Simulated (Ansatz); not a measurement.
An Ansatz (a first-principles code) run. Input:

Ansatz 0.2 input:
```yaml
crystal:
  lattice:
    - [2.6905519227, 0.0, 0.0]
    - [-1.3452759613, 2.3300863152, 0.0]
    - [0.0, 0.0, 4.3696373146]
  atoms:
    - { symbol: Be, position: [0.3333333333, 0.6666666667, 0.9998874764] }
    - { symbol: Be, position: [0.6666666667, 0.3333333333, 0.4998874764] }
    - { symbol: O, position: [0.3333333333, 0.6666666667, 0.3776125236] }
    - { symbol: O, position: [0.6666666667, 0.3333333333, 0.8776125236] }
kpoints:
  mp_grid: { grid: [12, 12, 6] }
hamiltonian:
  xc: r2scan
  pseudopotentials: { kind: paw }
scf:
  occupations: { method: fixed }
checkpoint: { read: static.run }
output: { write_density: true, elf: true, volumetric_format: npy }
basis: { fft_grid_basis: typed }
```

Output (shortened):

```
Pseudopotential: Be, paw, valence charge 2
Pseudopotential: O, paw, valence charge 6
Functional definition: r2SCAN
Crystal: 4 atoms, lattice volume = 27.394 Å³
Basis set: ecut = 500 eV, 699 PW (Γ), exchange–correlation on 80×80×128 points (64 copies of the dense FFT grid, shifted against one another)
Bands: 12, of which v1, the nominal top of the filled ones, is band 8 counted from 1 (7 counted from 0)
Symmetry: 12 space group operations
Space group: P63mc (ITA 186), of the structure as read, at distance tolerance 3.0e-5 Å
k-points: 76 of 864 (time reversal used)
Stability of the state it starts from, as read at its close in the unpolarized treatment …
iter 1 solved again at ethr=5.68e-8 eV; its pass at ethr=3.10e-3 eV (dr2=9.09e-6 eV) is discarded
SCF iter   1: F=—  HF=-1330.551587 eV  |F-HF|=—  |Δ(HF+E_count)|=         —  Δρ=5.27e-7  dr2=5.83e-11  dr2_τ=1.30e-12  ethr=5.68e-8  ⟨swp⟩=3.1  Hψ=7647  notcnv=0  defer=149
preconditioner: auto → none
SCF iter   2: F=-1330.551587 eV  HF=-1330.551587 eV  |F-HF|=5.68e-12  |Δ(HF+E_count)|=   3.64e-9  Δρ=3.36e-7  dr2=1.14e-11  dr2_τ=4.03e-12  ethr=1.00e-12  ⟨swp⟩=6.4  Hψ=3767  notcnv=0
SCF 1 converged in 2 iterations: F = -1330.551587 eV  dr2 = 1.14e-11
SCF converged after 2 iterations
Free energy (F): -1330.551587 eV
Harris-Foulkes:  -1330.551587 eV  (|F-HF|=5.68e-12)
Internal energy: -1330.551587 eV  (E = F + TS)
E sigma→0 (E₀):  -1330.551587 eV
Fermi energy:    5.613832 eV
--- Per-component energies (eV) ---
  E_band       = -15.909112
  E_kinetic    = 402.505225
  E_local      = -677.663501  (includes V_loc(G=0)·N_el)
  E_nonlocal   = 103.897677
  E_hartree    = 239.066336
  E_xc         = -187.146436
  E_vxc        = -259.622739  (∫ρ·V_xc dr)
  E_paw        = -443.629014  (= ΣΔE_a)
  E_vpaw       = -78.938562  (= ΣTr[D̂ρ^β])
  E_aug_tail   = 0.002074  (compensation charges beyond the density's cutoff)
  E_vtau       = 15.777970  (kinetic-family band-sum trace: ∫τ·v_τ [+ j·A + Jᵃ·Aᵃ] dr)
  E_ewald      = -767.496011
  E_core_change = -0.087936  (= ΣΔE_core)
  E_smearing   =  0.000000  (= −TS)
  E_closure    = 0.000000  (closes the sum)
  Σ components = -1330.551587   (vs F -1330.551587, Δ=0.00e0)
  [band-id]    e_kinetic+e_local+e_nonlocal+2·e_hartree+e_vxc+e_vpaw+e_augmentation_tail+e_vtau = -15.909185   (vs E_band -15.909112, Δ=-7.29e-5)
--- Band table (eV; the first three rows and the last of 76) ---
  k-point 0: bands = ["-14.1282", "-12.3142", "-0.7532", "4.5811", "4.5811", "5.5716", "5.5716", "5.6138", "14.1640", "18.3794", "21.2185", "21.2185"]
  k-point 1: bands = ["-14.0316", "-12.4715", "-0.3665", "4.6439", "4.6439", "5.0778", "5.5016", "5.5016", "14.5455", "18.1365", "21.2809", "21.2809"]
  k-point 2: bands = ["-13.7542", "-12.8653", "0.6892", "3.7625", "4.8180", "4.8180", "5.3130", "5.3130", "15.4527", "17.4679", "21.5095", "21.5095"]
  k-point 75: bands = ["-11.9563", "-11.9563", "1.0998", "1.0998", "1.1166", "1.1166", "4.3095", "4.3095", "18.2621", "18.2621", "18.8622", "18.8622"]
```

Cost: about 6 core-seconds (a rough figure) on shared cores.

Space group P6_3mc (wurtzite). The cell was relaxed with r²SCAN under the symmetry of its start; phonons on a q-mesh show no instability.

Potentials: the later of the program's two PAW sets.

Ansatz is a plane-wave DFT program.
